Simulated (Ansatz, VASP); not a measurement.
## Al: VASP beside Ansatz

INCAR

```
SYSTEM = Al
ALGO     = Normal         ! electronic algorithm
EDIFF    = 1E-6           ! SCF threshold, eV
ENCUT    = 520            ! plane-wave cutoff, eV
GGA      = PS             ! functional
ISIF     = 2              ! what is computed and relaxed
ISMEAR   = -1             ! smearing method
LASPH    = .True.         ! aspherical terms in the spheres
LCHARG   = .False.        ! write CHGCAR
LREAL    = .False.        ! projectors in reciprocal space
LWAVE    = .False.        ! write WAVECAR
NBANDS   = 8              ! bands
NELM     = 60             ! most SCF steps
PREC     = Accurate       ! precision mode
SIGMA    = 0.05           ! smearing width, eV
```

The input KPOINTS:

```
k-points
0
Gamma
  14 14 14
  0 0 0
```

File POSCAR:

```
Al
1.0
    0.0000000000      1.9835004000      2.0239800000
    1.9835004000      0.0000000000      2.0239800000
    1.9835004000      1.9835004000      0.0000000000
Al
1
Direct
    0.0000000000      0.0000000000      0.0000000000
```

Input for Ansatz:

```yaml
crystal:
  lattice:
    - [0.0, 1.9835004, 2.02398]
    - [1.9835004, 0.0, 2.02398]
    - [1.9835004, 1.9835004, 0.0]
  atoms:
    - { symbol: Al, position: [0.0, 0.0, 0.0] }
kpoints:
  mp_grid: { grid: [14, 14, 14] }
  band_path:
    path:
      - [0.0, 0.0, 0.0]
      - [0.0, 0.5, 0.5]
      - [0.25, 0.75, 0.5]
      - [0.0, 0.5, 0.0]
      - [0.0, 0.0, 0.0]
      - [0.5, 0.5, 0.0]
      - [0.37005, 0.62995, 0.0]
      - [-0.37005, 0.37005, 0.0]
      - [0.0, 0.0, 0.0]
    npoints: 5
scf:
  occupations: { method: fermi_dirac, width: 0.05 }
hamiltonian:
  xc: pbesol
  pseudopotentials: { kind: all_electron, lapw: { basis_error: 0.001 } }
output:
  forces: true
  stress: true
  eigenvalues: true
```

Change from the starting cell: equal xx and yy strain of -2 %.

Alike in both runs: task single point; functional PBEsol; k mesh 14 × 14 × 14; occupations fermi-dirac, width 0.05 eV; no spin polarisation.

|  | VASP | Ansatz |
| --- | --- | --- |
| version | VASP 6.6.1 | Ansatz 0.2.0 |
| potentials or method | VASP PAW PBE potentials, release 64 (Al) | all-electron LAPW, scalar-relativistic |
| plane-wave cutoff (eV) | 520 | see its input |

```tsv
	VASP	Ansatz	Ansatz less VASP
pressure (GPa)	1.2	1.2	-0.07
largest component of the traceless stress (GPa)	0.80	0.78	-0.016
```

Ansatz ran all-electron here, so the differences hold the error of VASP's frozen core and of both bases.

Caveats: the PAW data sets were made with another functional, which shifts forces and pressure a little (VASP).
